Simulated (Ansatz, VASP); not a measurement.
## Two plane-wave programs on Co

File INCAR:

```
ALGO = Normal
EDIFF = 1E-7
ENCUT = 520
GGA = CA
ISIF = 2
ISMEAR = -1
LASPH = True
LCHARG = False
LREAL = False
LWAVE = False
NBANDS = 16
NELM = 100
PREC = Accurate
SIGMA = 0.1
```

The input KPOINTS:

```
k-points
0
Gamma
  13 13 13
```

POSCAR

```
Co
1.0
    0.0000000000      2.4892129669      2.4892129669
    2.4892129669      0.0000000000      2.4892129669
    2.4892129669      2.4892129669      0.0000000000
Co
2
Direct
    0.1250000000      0.1250000000      0.1250000000
    0.8750000000      0.8750000000      0.8750000000
```

Input for Ansatz:

```yaml
crystal:
  lattice:
    - [0.0, 2.4892129669, 2.4892129669]
    - [2.4892129669, 0.0, 2.4892129669]
    - [2.4892129669, 2.4892129669, 0.0]
  atoms:
    - { symbol: Co, position: [0.125, 0.125, 0.125] }
    - { symbol: Co, position: [0.875, 0.875, 0.875] }
hamiltonian:
  xc: lda
  pseudopotentials:
    kind: paw
    azcp:
      Co: "pseudopotentials/Co.paw.azcp"
basis:
  ecutwfc: 420
  fft_grid_basis: typed
kpoints:
  mp_grid: { grid: [13, 13, 13], shift: [0, 0, 0] }
magnetization:
  spin_polarized: false
scf:
  occupations: { method: fermi_dirac, width: 0.1 }
  lower_state_search: "off"
output:
  stress: true
```

Alike in both runs: task single point; functional LDA; k mesh 13 × 13 × 13; occupations fermi-dirac, width 0.1 eV; no spin polarisation.

|  | VASP | Ansatz |
| --- | --- | --- |
| version | VASP 6.6.1 | Ansatz 0.2.0 |
| potentials or method | VASP PAW LDA potentials, release 64 (Co) | plane waves (420 eV) with PAW, scalar-relativistic |
| plane-wave cutoff (eV) | 520 | 420 |
| valence electrons in the cell | 18 | 34 |

|  | VASP | Ansatz | Ansatz less VASP |
| --- | --- | --- | --- |
| pressure (GPa) | -15.0 | -14.4 | +0.62 |

The two sets of potentials don't hold the same shells in valence. Ansatz warned: «pseudo_functional_mismatch».

Caveats: so large a pressure means that the cell lies far from this level's equilibrium, or that cutoff or potentials fall short (VASP); the run has no spin polarisation, though such a crystal can be magnetic. Spin polarisation is off, so any magnetic state and its effect on volume and gap are missing.
